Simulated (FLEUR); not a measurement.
Crystal: Ir.

```xyz
1
Lattice="0.0000 1.9156 1.9156 1.9156 0.0000 1.9156 1.9156 1.9156 0.0000" Properties=species:S:1:pos:R:3 pbc="T T T"
Ir    0.0000    0.0000    0.0000
```

```yaml
Program: FLEUR MaX-R8.1 (later development tree)
Task: single point
Functional: PBEsol
Potentials_or_basis: all-electron
Basis: FLAPW
Kmax: 4.22 1/bohr
k_mesh: 12 × 12 × 12
Occupations: fermi-dirac, width 0.05 eV
Spin: no spin polarisation
Gmax: 13.1 1/bohr
Muffin-tin_radii: Ir 2.32 bohr
lmax: Ir 9
lnonsphr: Ir 9
Local_orbitals_a_species: Ir 7
Max_iterations: 60
Mixing_factor: 0.05
Mixer: Anderson
Mixer_history: 15
```

On this cell: band gap on the k mesh none (metal or under the smearing width).

The same run follows on a disturbed copy (cell strained at random at fixed volume):

```
Ir
1.0
    -0.00903    1.95837    1.93892
     1.89839    0.02290    1.90699
     1.89968    1.92773    0.02161
Ir
1
Cartesian
  -0.0331 -0.0321 -0.0109
```

What does the disturbed cell give?

The energy (extrapolated to zero smearing) moves by +12.9 meV/atom; band gap on the k mesh none (metal or under the smearing width).
